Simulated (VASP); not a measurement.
## Interstitial C in a supercell of Al

Wanted: what interstitial C costs in Al and how the lattice relaxes round it.

Method: PBEsol; plane waves and PAW (Al), in the first sound run; inputs show where later runs differ, in VASP 6.6.1.

### 1. The host crystal

It takes space group Fm-3m (No. 225, cubic). The conventional cell has a = 4.050 Å, b = 4.050 Å, c = 4.050 Å, α = 90.00°, β = 90.00°, γ = 90.00°. Nearest to Al lie 12 Al at 2.86 Å.

### 2. Relaxing the host crystal

Cell and atoms are relaxed first, so that later runs start from this functional's own cell.

The input, INCAR:

```
SYSTEM = Al
PREC = Accurate
ENCUT = 400
EDIFF = 1E-06
NELM = 120
ISMEAR = 1
SIGMA = 0.15
LREAL = .FALSE.
ALGO = Normal
GGA = PS
NBANDS = 7
LORBIT = 11
LWAVE = .FALSE.
LCHARG = .FALSE.
KPAR = 4
LASPH = .TRUE.
IBRION = 2
NSW = 40
ISIF = 3
EDIFFG = -0.02
POTIM = 0.4
```

The input, POSCAR:

```
Al
1.0
    0.0000000000      2.0250000000      2.0250000000
    2.0250000000      0.0000000000      2.0250000000
    2.0250000000      2.0250000000      0.0000000000
Al
1
Direct
    0.0000000000      0.0000000000      0.0000000000
```

The input, KPOINTS:

```
Automatic mesh
0
Gamma
14 14 14
0 0 0
```

Potentials, in the order of the species: Al (PBE family, release 64).

The run is started by

```sh
> mpirun -np 4 vasp_std
```

What it wrote:

```text
[banner, memory and clock lines left out]
running    4 mpi-ranks, on    1 nodes
 distrk:  each k-point on    1 cores,    4 groups
 distr:  one band on    1 cores,    1 groups

 POSCAR found type information on POSCAR Al
 POSCAR found :  1 types and       1 ions
|                                                                             |
|               ----> ADVICE to this user running VASP <----                  |
|                                                                             |
|     You enforced a specific xc type in the INCAR file but a different       |
|     [... a line on the potential file left out ...]
|     I HOPE YOU KNOW WHAT YOU ARE DOING!                                     |
|                                                                             |

 LDA part: xc-table for (Slater+PW92), standard interpolation
 POSCAR, INCAR and KPOINTS ok, starting setup
 FFT: planning ... GRIDC
 FFT: planning ... GRID_SOFT
 FFT: planning ... GRID
 WAVECAR not read
 entering main loop
       N       E                     dE             d eps       ncg     rms          rms(c)
DAV:   1    -0.290331621916E+01   -0.29033E+01   -0.74163E+02  1596   0.179E+02
DAV:   2    -0.410166002968E+01   -0.11983E+01   -0.11557E+01  1946   0.186E+01
DAV:   3    -0.410995312761E+01   -0.82931E-02   -0.82916E-02  2030   0.166E+00
DAV:   4    -0.410997060249E+01   -0.17475E-04   -0.17475E-04  2219   0.595E-02
DAV:   5    -0.410997061809E+01   -0.15608E-07   -0.15141E-07  1981   0.118E-03    0.139E+00
DAV:   6    -0.409276134785E+01    0.17209E-01   -0.23230E-03  1967   0.226E-01    0.789E-01
DAV:   7    -0.408115463670E+01    0.11607E-01   -0.63181E-03  1855   0.359E-01    0.166E-01
DAV:   8    -0.408113926951E+01    0.15367E-04   -0.22048E-05  2170   0.353E-02    0.804E-03
DAV:   9    -0.408113851406E+01    0.75546E-06   -0.39202E-07  1967   0.305E-03
   1 F= -.40811385E+01 E0= -.40810828E+01  d E =-.408114E+01
 curvature:   0.00 expect dE= 0.000E+00 dE for cont linesearch  0.000E+00
 trial: gam= 0.00000 g(F)=  0.129E-63 g(S)=  0.620E-02 ort = 0.000E+00 (trialstep = 0.100E+01)
 search vector abs. value=  0.620E-02
 bond charge predicted
       N       E                     dE             d eps       ncg     rms          rms(c)
DAV:   1    -0.408480878613E+01   -0.36695E-02   -0.35922E-02  1820   0.860E-01    0.154E-01
DAV:   2    -0.408462680280E+01    0.18198E-03   -0.19739E-04  1848   0.107E-01    0.597E-02
DAV:   3    -0.408450766073E+01    0.11914E-03   -0.45912E-05  1904   0.281E-02    0.186E-02
DAV:   4    -0.408450218258E+01    0.54781E-05   -0.32676E-06  2114   0.773E-03    0.125E-02
DAV:   5    -0.408450221320E+01   -0.30620E-07   -0.19952E-08   945   0.102E-03
   2 F= -.40845022E+01 E0= -.40844682E+01  d E =-.336370E-02
 trial-energy change:   -0.003364  1 .order   -0.003312   -0.006196   -0.000428
 step:   1.0702(harm=  1.0742)  dis= 0.00000  next Energy=    -4.084517 (dE=-0.338E-02)
 reached required accuracy - stopping structural energy minimisation
```

Elapsed: 4.8 s, on 4 MPI ranks of Intel Xeon Platinum 8488C (Sapphire Rapids), shared host; peak memory 0.49 GiB.

The logs omit lines about the potential files and the build; timing stands in the text.

OUTCAR, selected parts (step 2):

```text
ion  position               nearest neighbor table
   1  0.000  0.000  0.000-

  LATTYP: Found a face centered cubic cell.
 ALAT       =     4.0500000000

 Subroutine GETGRP returns: Found 48 space group operations
 (whereof 48 operations were pure point group operations)

The static configuration has the point symmetry O_h .

 Found    104 irreducible k-points:

   k-points           NKPTS =    104   k-points in BZ     NKDIM =    104   number of bands    NBANDS=      7

   dimension x,y,z NGX =    20 NGY =   20 NGZ =   20
   dimension x,y,z NGXF=    40 NGYF=   40 NGZF=   40

   ENCUT  =  400.0 eV  29.40 Ry    5.42 a.u.   4.67  4.67  4.67*2*pi/ulx,y,z

   NELECT =       3.0000    total number of electrons

 k-points in reciprocal lattice and weights: Automatic mesh
   0.00000000  0.00000000  0.00000000       0.000
   0.07142857  0.00000000  0.00000000       0.003
   0.14285714  0.00000000  0.00000000       0.003
   0.21428571  0.00000000  0.00000000       0.003
   0.28571429  0.00000000  0.00000000       0.003
   0.35714286  0.00000000  0.00000000       0.003
   0.42857143  0.00000000  0.00000000       0.003
   0.50000000  0.00000000  0.00000000       0.001
   0.07142857  0.07142857  0.00000000       0.002
[...]
-0.28571429  0.42857143  0.21428571       0.009
  -0.28571429  0.50000000  0.21428571       0.004

 average (electrostatic) potential at core
       1 -72.0835

 E-fermi :   8.1208

 k-point     1 :       0.0000    0.0000    0.0000
  band No.  band energies     occupation
      1      -3.1077      2.00000
      2      20.8736      0.00000
      3      20.8736      0.00000
      4      20.8736      0.00000
      5      22.5181      0.00000
      6      22.5181      0.00000
    ...

 k-point     2 :       0.0714    0.0000    0.0000
  band No.  band energies     occupation
      1      -2.9671      2.00000
      2      18.7475      0.00000
      3      20.4404      0.00000
      4      20.4404      0.00000
      5      23.1287      0.00000
      6      23.1704      0.00000
    ...

 k-point     3 :       0.1429    0.0000    0.0000
  band No.  band energies     occupation
      1      -2.5464      2.00000
      2      15.8363      0.00000
      3      19.8172      0.00000
      4      19.8172      0.00000
      5      23.0258      0.00000
      6      24.3035      0.00000
    ...

  Total       -0.0159871     -0.0159871     -0.0159871     -0.0000000      0.0000000      0.0000000
  in kB       -1.5843773     -1.5843773     -1.5843773     -0.0000000      0.0000000      0.0000000
  external PRESSURE =      -1.5843773 kB  Pullay stress =       0.0000000 kB

  energy-cutoff  :      400.00
  volume of cell :       16.17
      direct lattice vectors                 reciprocal lattice vectors
     0.000000000  2.006921307  2.006921307    -0.249137820  0.249137820  0.249137820
     2.006921307  0.000000000  2.006921307     0.249137820 -0.249137820  0.249137820
     2.006921307  2.006921307 -0.000000000     0.249137820  0.249137820 -0.249137820

 POSITION                                       TOTAL-FORCE (eV/Angst)
 -----------------------------------------------------------------------------------
      2.00692      2.00692      4.01384         0.000000      0.000000     -0.000000
 -----------------------------------------------------------------------------------
    total drift:                               -0.000000      0.000000     -0.000000

  FREE ENERGIE OF THE ION-ELECTRON SYSTEM (eV)
  ---------------------------------------------------
  free  energy   TOTEN  =        -4.0845022132 eV

  energy  without entropy=       -4.0844002308  energy(sigma->0) =       -4.08446822

 reached required accuracy - stopping structural energy minimisation

 total charge
# of ion       s       p       d       tot
------------------------------------------
    1        0.426   0.349   0.000   0.774

[... 3 further parts left out ...]
```

CONTCAR:

```
Al
   1.00000000000000
     0.0000000000000000    2.0069213071285712    2.0069213071285712
     2.0069213071285712    0.0000000000000000    2.0069213071285712
     2.0069213071285712    2.0069213071285712   -0.0000000000000000
  Al
     1
Direct
     1.0000000000000000    1.0000000000000000    0.0000000000000000
```

This run has no spin polarisation. Its electron count is odd, so without a moment it is a metal by construction. The PAW data sets were made with PBE, which is usual practice but a small mismatch for other functionals. The run keeps the 48 symmetry operations of its start, so it cannot find a distortion of lower symmetry.

The steps of the relaxation:

```csv
step,energy less that of the first step (eV),largest force (eV/Å),pressure (GPa),volume (Å³)
1,0.0000,0.0000,-2.23,16.61
2,-0.0034,0.0000,-0.16,16.17
```

```csv
"conventional cell, symmetrised",before,after,change
a (Å),4.050,4.014,-0.9 %
b (Å),4.050,4.014,-0.9 %
c (Å),4.050,4.014,-0.9 %
volume (Å³/atom),16.61,16.17,-2.7 %
```

Final coordinates:

```xyz
1
Lattice="0.0000 2.0069 2.0069 2.0069 0.0000 2.0069 2.0069 2.0069 0.0000" Properties=species:S:1:pos:R:3 pbc="T T T"
Al    0.0000    0.0000    0.0000
```

This step gave:

| Item | Value |
| --- | --- |
| electronic cycles | 14 |
| electrons | 3 |
| free energy (TOTEN) | -4.085 eV |
| Fermi energy | 8.121 eV |
| labelled metallic, from the levels on this mesh | yes |

The run ended after 2 ionic steps, 0.003 eV below its first step, once forces and stress met EDIFFG = -0.02.

### 3. The perfect supercell

System of this step: Al. Symmetry: Fm-3m, No. 225, cubic system. The conventional cell has a = 4.014 Å, b = 4.014 Å, c = 4.014 Å, α = 90.00°, β = 90.00°, γ = 90.00°. Nearest to Al lie 12 Al at 2.84 Å.

The same cell, mesh and cutoff without the defect give the energy to subtract and, in a gapped host, the band edges to count from, so that most errors cancel.

The input, INCAR:

```
SYSTEM = Al
PREC = Normal
ENCUT = 400
EDIFF = 1E-05
NELM = 120
ISMEAR = 1
SIGMA = 0.2
LREAL = Auto
ALGO = Fast
GGA = PS
NBANDS = 72
LORBIT = 11
LWAVE = .FALSE.
LCHARG = .FALSE.
KPAR = 4
LASPH = .TRUE.
```

The input, POSCAR:

```
Al
1.0
    8.0276852284      0.0000000000      0.0000000000
    0.0000000000      8.0276852284      0.0000000000
    0.0000000000      0.0000000000      8.0276852284
Al
32
Direct
    0.5000000000      0.0000000000      0.0000000000
    0.7500000000      0.2500000000      0.0000000000
    0.7500000000      0.0000000000      0.2500000000
    0.0000000000      0.0000000000      0.0000000000
    0.2500000000      0.2500000000      0.0000000000
    0.5000000000      0.5000000000      0.0000000000
    0.7500000000      0.7500000000      0.0000000000
    0.2500000000      0.0000000000      0.2500000000
    0.5000000000      0.2500000000      0.2500000000
    0.7500000000      0.5000000000      0.2500000000
    0.5000000000      0.0000000000      0.5000000000
    0.7500000000      0.2500000000      0.5000000000
    0.7500000000      0.0000000000      0.7500000000
    0.0000000000      0.5000000000      0.0000000000
    0.2500000000      0.7500000000      0.0000000000
    0.0000000000      0.2500000000      0.2500000000
    0.2500000000      0.5000000000      0.2500000000
    0.5000000000      0.7500000000      0.2500000000
    0.0000000000      0.0000000000      0.5000000000
    0.2500000000      0.2500000000      0.5000000000
    0.5000000000      0.5000000000      0.5000000000
    0.7500000000      0.7500000000      0.5000000000
    0.2500000000      0.0000000000      0.7500000000
    0.5000000000      0.2500000000      0.7500000000
    0.7500000000      0.5000000000      0.7500000000
    0.0000000000      0.7500000000      0.2500000000
    0.0000000000      0.5000000000      0.5000000000
    0.2500000000      0.7500000000      0.5000000000
    0.0000000000      0.2500000000      0.7500000000
    0.2500000000      0.5000000000      0.7500000000
    0.5000000000      0.7500000000      0.7500000000
    0.0000000000      0.7500000000      0.7500000000
```

The input, KPOINTS:

```
Automatic mesh
0
Monkhorst-Pack
4 4 4
0 0 0
```

The run is started by

```sh
> mpirun -np 4 vasp_std
```

What it wrote:

```text
[banner, memory and clock lines left out]
running    4 mpi-ranks, on    1 nodes
 distrk:  each k-point on    1 cores,    4 groups
 distr:  one band on    1 cores,    1 groups

 POSCAR found type information on POSCAR Al
 POSCAR found :  1 types and      32 ions
 [... a notice as in an earlier step ...]

 LDA part: xc-table for (Slater+PW92), standard interpolation
 POSCAR, INCAR and KPOINTS ok, starting setup
 FFT: planning ... GRIDC
 FFT: planning ... GRID_SOFT
 FFT: planning ... GRID
 WAVECAR not read
 entering main loop
       N       E                     dE             d eps       ncg     rms          rms(c)
DAV:   1     0.818542927376E+02    0.81854E+02   -0.28315E+04   576   0.867E+02
DAV:   2    -0.120595471525E+03   -0.20245E+03   -0.18735E+03   680   0.126E+02
DAV:   3    -0.131863506202E+03   -0.11268E+02   -0.10779E+02   712   0.243E+01
DAV:   4    -0.132043563868E+03   -0.18006E+00   -0.17918E+00   688   0.330E+00
DAV:   5    -0.132045656554E+03   -0.20927E-02   -0.20922E-02   656   0.409E-01    0.810E+00
RMM:   6    -0.131485891283E+03    0.55977E+00   -0.63714E-02   580   0.685E-01    0.467E+00
RMM:   7    -0.131110959771E+03    0.37493E+00   -0.15824E-01   609   0.105E+00    0.606E-01
RMM:   8    -0.131107868536E+03    0.30912E-02   -0.91299E-03   614   0.296E-01    0.792E-02
RMM:   9    -0.131108003728E+03   -0.13519E-03   -0.14875E-03   652   0.145E-01    0.115E-01
RMM:  10    -0.131108033701E+03   -0.29973E-04   -0.19577E-04   655   0.429E-02    0.398E-01
RMM:  11    -0.131107992643E+03    0.41058E-04   -0.38611E-05   520   0.194E-02    0.160E-01
RMM:  12    -0.131107983333E+03    0.93099E-05   -0.95513E-06   359   0.122E-02
   1 F= -.13110798E+03 E0= -.13110313E+03  d E =-.145709E-01
```

Wall time 22 s (4 MPI ranks); peak memory 1.1 GiB; 83 s of CPU time.

OUTCAR, selected parts (step 3):

```text
  LATTYP: Found a simple cubic cell.
 ALAT       =     8.0276852284

The static configuration has the point symmetry O_h .

 Found      4 irreducible k-points:

   k-points           NKPTS =      4   k-points in BZ     NKDIM =      4   number of bands    NBANDS=     72

   dimension x,y,z NGX =    40 NGY =   40 NGZ =   40
   dimension x,y,z NGXF=    80 NGYF=   80 NGZF=   80

   ENCUT  =  400.0 eV  29.40 Ry    5.42 a.u.  13.09 13.09 13.09*2*pi/ulx,y,z

   NELECT =      96.0000    total number of electrons

 E-fermi :   8.1241

 k-point     1 :       0.1250    0.1250    0.1250
  band No.  band energies     occupation
    ...
     44       7.3453      2.00000
     45       7.3453      2.00000
     46       7.8950      2.06877
     47       7.8950      2.06877
     48       7.8950      2.06877
     49       8.8214     -0.00001
     50       8.8214     -0.00001
     51       8.8214     -0.00001
     52       8.8214     -0.00001
     53       8.8214     -0.00001
    ...

 k-point     2 :       0.3750    0.1250    0.1250
  band No.  band energies     occupation
    ...
     47       7.6251      2.00237
     48       8.0053      1.83442
     49       8.0053      1.83442
     50       8.1586      0.71285
     51       8.1586      0.71285
     52       8.3006     -0.01655
     53       8.7567     -0.00007
     54       8.7567     -0.00007
     55       9.1913     -0.00000
     56       9.1913     -0.00000
    ...

  Total       -0.6663775     -0.6663775     -0.6663775      0.0000000      0.0000000     -0.0000000
  in kB       -2.0637634     -2.0637634     -2.0637634      0.0000000      0.0000000     -0.0000000
  external PRESSURE =      -2.0637634 kB  Pullay stress =       0.0000000 kB

  energy-cutoff  :      400.00
  volume of cell :      517.33
      direct lattice vectors                 reciprocal lattice vectors
     8.027685228  0.000000000  0.000000000     0.124568910  0.000000000  0.000000000
     0.000000000  8.027685228  0.000000000     0.000000000  0.124568910  0.000000000
     0.000000000  0.000000000  8.027685228     0.000000000  0.000000000  0.124568910

 POSITION                                       TOTAL-FORCE (eV/Angst)
 -----------------------------------------------------------------------------------
      4.01384      0.00000      0.00000        -0.000000      0.000000      0.000000
      6.02076      2.00692      0.00000         0.000000     -0.000000     -0.000000
      6.02076      0.00000      2.00692         0.000000      0.000000      0.000000
      0.00000      0.00000      0.00000         0.000000     -0.000000     -0.000000
      2.00692      2.00692      0.00000        -0.000000     -0.000000     -0.000000
      4.01384      4.01384      0.00000         0.000000     -0.000000      0.000000
      6.02076      6.02076      0.00000         0.000000      0.000000     -0.000000
      2.00692      0.00000      2.00692         0.000000     -0.000000     -0.000000
      4.01384      2.00692      2.00692        -0.000000      0.000000     -0.000000
      6.02076      4.01384      2.00692        -0.000000     -0.000000     -0.000000
      4.01384      0.00000      4.01384         0.000000      0.000000     -0.000000
      6.02076      2.00692      4.01384        -0.000000     -0.000000     -0.000000
      6.02076      0.00000      6.02076        -0.000000     -0.000000     -0.000000
      0.00000      4.01384      0.00000         0.000000      0.000000     -0.000000
      2.00692      6.02076      0.00000        -0.000000      0.000000      0.000000
      0.00000      2.00692      2.00692         0.000000      0.000000      0.000000
      2.00692      4.01384      2.00692         0.000000      0.000000      0.000000
      4.01384      6.02076      2.00692        -0.000000      0.000000      0.000000
      0.00000      0.00000      4.01384        -0.000000      0.000000      0.000000
      2.00692      2.00692      4.01384        -0.000000     -0.000000      0.000000
      4.01384      4.01384      4.01384        -0.000000      0.000000     -0.000000
      6.02076      6.02076      4.01384         0.000000     -0.000000      0.000000
      2.00692      0.00000      6.02076        -0.000000      0.000000      0.000000
      4.01384      2.00692      6.02076         0.000000      0.000000     -0.000000
      6.02076      4.01384      6.02076         0.000000     -0.000000      0.000000
      0.00000      6.02076      2.00692         0.000000      0.000000      0.000000
      0.00000      4.01384      4.01384        -0.000000     -0.000000      0.000000
      2.00692      6.02076      4.01384         0.000000      0.000000     -0.000000
      0.00000      2.00692      6.02076         0.000000     -0.000000      0.000000
      2.00692      4.01384      6.02076        -0.000000      0.000000      0.000000
      4.01384      6.02076      6.02076         0.000000      0.000000      0.000000
      0.00000      6.02076      6.02076        -0.000000      0.000000     -0.000000
 -----------------------------------------------------------------------------------
    total drift:                                0.000000     -0.000000      0.000000

  FREE ENERGIE OF THE ION-ELECTRON SYSTEM (eV)
  ---------------------------------------------------
  free  energy   TOTEN  =      -131.1079833332 eV

  energy  without entropy=     -131.0934124462  energy(sigma->0) =     -131.10312637

 total charge
# of ion       s       p       d       tot
------------------------------------------
    1        0.427   0.348   0.000   0.775
    2        0.427   0.348   0.000   0.775
    3        0.427   0.348   0.000   0.775
    4        0.427   0.348   0.000   0.775
    5        0.427   0.348   0.000   0.775
    6        0.427   0.348   0.000   0.775
    7        0.427   0.348   0.000   0.775
    8        0.427   0.348   0.000   0.775
    9        0.427   0.348   0.000   0.775
   10        0.427   0.348   0.000   0.775
   11        0.427   0.348   0.000   0.775
   12        0.427   0.348   0.000   0.775
   13        0.427   0.348   0.000   0.775
   14        0.427   0.348   0.000   0.775
   15        0.427   0.348   0.000   0.775
   16        0.427   0.348   0.000   0.775
   17        0.427   0.348   0.000   0.775
   18        0.427   0.348   0.000   0.775
   19        0.427   0.348   0.000   0.775
   20        0.427   0.348   0.000   0.775
   21        0.427   0.348   0.000   0.775
   22        0.427   0.348   0.000   0.775
   23        0.427   0.348   0.000   0.775
   24        0.427   0.348   0.000   0.775
   25        0.427   0.348   0.000   0.775
   26        0.427   0.348   0.000   0.775
   27        0.427   0.348   0.000   0.775
   28        0.427   0.348   0.000   0.775
   29        0.427   0.348   0.000   0.775
   30        0.427   0.348   0.000   0.775
   31        0.427   0.348   0.000   0.775
   32        0.427   0.348   0.000   0.775
--------------------------------------------------
tot         13.658  11.133   0.000  24.791

[... 1 part as in an earlier step ...]

[... 5 further parts left out ...]
```

This step gave:

```yaml
electronic_cycles: 12
electrons: 96
free_energy_toten: -131.1080 eV
energy_at_zero_smearing: -131.1031 eV
fermi_energy: 8.124 eV
```

The host is treated as a metal, as its relaxation found a gap under 0.3 eV or none, and only the neutral defect is run.

(Continued in part 2 of 3.)

[Lines on the potential files, build, host, timing and source positions are cut from VASP's logs without a mark.]

[Logs are printed without paths, hosts, clocks, repeated set-up lines and the standing remarks that a program may print on its own settings, such as how far it seeks lower states.]

[Hosts, paths, dates, database ids (printed as entryN), source tags and the programs' standing remarks are cut or masked in the printed files.]

[In band tables of VASP the shares of atoms and orbitals are scaled to a sum of 1 inside the atoms' spheres.]

[Runs that stopped without an error message from VASP are left out.]
